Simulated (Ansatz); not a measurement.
## PtTe₂

Computed with Ansatz (plane waves, PAW, 420 eV cutoff): PBE with spin–orbit coupling, two-component spinors, Γ-centred 10×10×6 mesh, 0.05 eV Gaussian smearing. The datasets are Ansatz's generated set soft_2.

```
Te Pt
1.0
     4.08640    0.00000    0.00000
    -2.04320    3.53893    0.00000
     0.00000    0.00000    5.42387
Te Pt
2 1
Direct
  0.33333 0.66667 0.25195
  0.66667 0.33333 0.74805
  0.00000 0.00000 0.00000
```

The chain of runs began from a cell as deposited in COD, expanded in volume. Of that entry: the entry's cell lengths or inner coordinates differ somewhat from later room-temperature determinations.

The run above is the reference. The same cell was run again with other input settings; several of them aren't fit for production, so the rows show the settings' effect and aren't properties of the material.

```tsv
keys changed	outcome	ΔE (meV/atom)	P (GPa)	gap on the mesh (eV)	cell moment (μB)	largest force component (eV/Å)	SCF iterations	rough core-seconds	new warnings
none (reference)	converged	0.0	0.0	metal	0.00 (no moment typed)	0.001	–	–	–
kpoints.mp_grid.grid: [10, 10, 6] → [7, 7, 4]	converged	3.2	0.0	metal	0.00 (no moment typed)	0.025	9	18	–
hamiltonian.hubbard: {"sites": [{"species": "Pt", "l": "d", "u_eff": 3.0}], "double_counting": "fll"}	converged	–	0.0	metal	0.00 (no moment typed)	0.040	8	80	filled band counts differ across k points
scf.convergence.dr2_threshold: 1e-11	converged	0.0	0.0	metal	0.00 (no moment typed)	0.001	14	60	–
scf.initial_density.chi_scale: 0.0	converged	0.0	0.0	metal	0.00 (no moment typed)	0.001	10	50	–
```

ΔE is the energy with the smearing extrapolated to zero. It is left out where the change alters the Hamiltonian or the spin treatment. The varied runs start from atomic densities (corrected by the program's trained start where that serves), with the default search for lower states unless a row changes it.

Task: What happens with these changes: kpoints.mp_grid.grid: [10, 10, 6] → [8, 8, 5]; basis.xc_grid: 1?

Result: outcome converged, ΔE (meV/atom) 0.8, P (GPa) 0.0, gap on the mesh (eV) metal, cell moment (μB) 0.00 (no moment typed), largest force component (eV/Å) 0.024, SCF iterations 8, rough core-seconds 24.

Task: What happens with these changes: kpoints.mp_grid.grid: [10, 10, 6] → [3, 3, 2]; scf.occupations.method: "gaussian" → "methfessel_paxton"; scf.occupations.width: 0.05 → 0.1; scf.convergence.dr2_threshold: 1e-05?

Result: outcome converged, ΔE (meV/atom) -4.0, P (GPa) 0.3, gap on the mesh (eV) metal, cell moment (μB) 0.00 (no moment typed), largest force component (eV/Å) 0.081, SCF iterations 8, rough core-seconds 4, new warnings force scf threshold loose; stress scf threshold loose.

Changing scf.initial_density.chi_scale only steers the path to self-consistency, so the energy stays within 0.5 meV/atom.

1 further run (cut off, refused for memory, with changed atoms or starts, or in doubt) is left out.

Of the reference: The structure is layered, and this functional has no dispersion term, so the layers' spacing is poorly fixed, often too long, and so is what hangs on it. The relaxed cell is 7 % larger in volume than the cell of this structure in the Crystallography Open Database (24.43 Å³/atom, 1965).
